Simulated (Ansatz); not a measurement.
The system is Re.

```
Re
1.0
     2.76639    0.00000    0.00000
    -1.38319    2.39576    0.00000
     0.00000    0.00000    8.93885
Re
4
Direct
  0.66667 0.33333 0.75000
  0.00000 0.00000 0.50000
  0.33333 0.66667 0.25000
  0.00000 0.00000 0.00000
```

```yaml
Program: Ansatz 0.2.0
Task: relaxation of cell and atoms
Functional: LDA
Potentials_or_basis: Ansatz PAW
Cutoff: "420 eV (not typed: the program's choice for these potentials)"
k_mesh: 8 × 8 × 3
Occupations: fermi-dirac, width 0.05 eV
Spin: no spin polarisation
```

At the start: volume 14.81 Å³/atom.

**Question.** Where does the relaxation end?

**Answer.** It ends after 5 steps and the volume is 14.33 Å³/atom (-3.2 %); space group P6_3/mmc (No. 194, to 0.05 Å).

The path:
```tsv
step	energy change (eV)	largest force (eV/Å)	volume (Å³)
1	0.0000	0.0000	59.24
2	-0.0754	0.0000	57.60
3	-0.0772	0.0000	57.32
4	-0.0772	0.0000	57.34
5	-0.0759	0.0000	57.34
```

Final structure:
```cif
data_structure
_symmetry_space_group_name_H-M 'P 1'
_symmetry_Int_Tables_number 1
_cell_length_a 2.7401
_cell_length_b 2.7401
_cell_length_c 8.8185
_cell_angle_alpha 90.000
_cell_angle_beta 90.000
_cell_angle_gamma 120.000
_cell_volume 57.34
loop_
_atom_site_label
_atom_site_type_symbol
_atom_site_fract_x
_atom_site_fract_y
_atom_site_fract_z
_atom_site_occupancy
Re1 Re 0.66667 0.33333 0.75000 1
Re2 Re 0.00000 0.00000 0.50000 1
Re3 Re 0.33333 0.66667 0.25000 1
Re4 Re 0.00000 0.00000 0.00000 1
```

Caveat: the plane-wave basis is chosen anew once the cell has moved, so the energies of steps on either side of that aren't comparable; the PAW data sets come from PBE, with cores solved anew for the run's functional, which leaves a small shift of forces and pressure.
